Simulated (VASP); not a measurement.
Rb: single point with PBE

Rb:

```xyz
1
Lattice="-2.9345 2.9345 2.8353 2.9345 -2.9345 2.8353 2.7360 2.7360 -2.8353" Properties=species:S:1:pos:R:3 pbc="T T T"
Rb    0.0000    0.0000    0.0000
```

The cell isn't the ideal one: engineering shear strain xy -0.0700, strain +e along x and -e along y +0.0000.

```
Program                : VASP 6.6.1
Task                   : single point
Functional             : PBE
Potentials or basis    : VASP PAW PBE potentials, release 64 (Rb_sv)
Cutoff                 : 520 eV
k mesh                 : 12 × 12 × 12
Occupations            : gaussian, width 0.15 eV
Spin                   : no spin polarisation
Dipole correction      : no
Further INCAR settings : ALGO = Normal; EDIFF = 1e-07; NBANDS = 10
```

```
Pressure               : 0.0 GPa
Band gap on the k mesh : none (metal or under the smearing width)
```

Stress tensor (GPa, compression positive):
```
0.00 0.13 0.00
0.13 0.00 0.00
0.00 0.00 0.02
```

Levels at points of the mesh, in eV from the Fermi level:
```csv
k point,band 1,band 2,band 3,band 4,band 5,band 6,band 7,band 8,band 9
"(0.00, 0.00, 0.00)",-28.91,-12.95,-12.95,-12.94,-1.97,3.53,3.59,3.84,4.62
"(0.50, 0.00, 0.00)",-28.90,-13.05,-12.98,-12.95,0.24,0.78,2.57,4.27,5.07
"(0.50, 0.50, 0.00)",-28.90,-13.03,-12.97,-12.95,0.11,0.63,2.60,4.45,5.33
"(0.00, 0.00, 0.50)",-28.90,-13.06,-12.99,-12.95,0.37,0.96,2.57,4.07,4.99
"(0.50, 0.50, 0.50)",-28.90,-13.03,-13.02,-13.00,1.25,1.27,3.24,3.25,3.29
```

It took 72 s on 1 thread of Intel(R) Xeon(R) 6975P-C (Granite Rapids) (shared host), peak memory 0.4 GiB.
